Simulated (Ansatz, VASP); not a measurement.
# B: VASP beside Ansatz

```xyz
1
Lattice="1.7535 0.0000 0.0000 -0.8768 1.5186 0.0000 0.0000 0.0000 3.6900" Properties=species:S:1:pos:R:3 pbc="T T T"
B     0.0000    0.0000    0.0000
```

Change from the starting cell: strain +0.030 along x and y, +0.015 along z, atoms carried along.

Alike in both runs: task single point; functional PBEsol; k mesh 33 × 33 × 14; occupations gaussian, width 0.15 eV; no spin polarisation.

|  | VASP | Ansatz |
| --- | --- | --- |
| version | VASP 6.6.1 | Ansatz 0.2.0 |
| potentials or method | VASP PAW PBE potentials, release 64 (B) | scalar-relativistic, plane waves, PAW |
| plane-wave cutoff (eV) | 520 | 420 |
| valence electrons in the cell | 3 | 3 |

|  | VASP | Ansatz | Ansatz less VASP |
| --- | --- | --- | --- |
| gap on the k mesh at the Fermi level (eV) | none | none | - |
| pressure (GPa) | -13.0 | -13.1 | -0.12 |
| largest component of the traceless stress (GPa) | 12.23 | 12.42 | +0.193 |

A gap of «none» marks a metal or a gap that the smearing closes.

Caveats: the PAW data sets were made with another functional, which shifts forces and pressure a little (VASP).
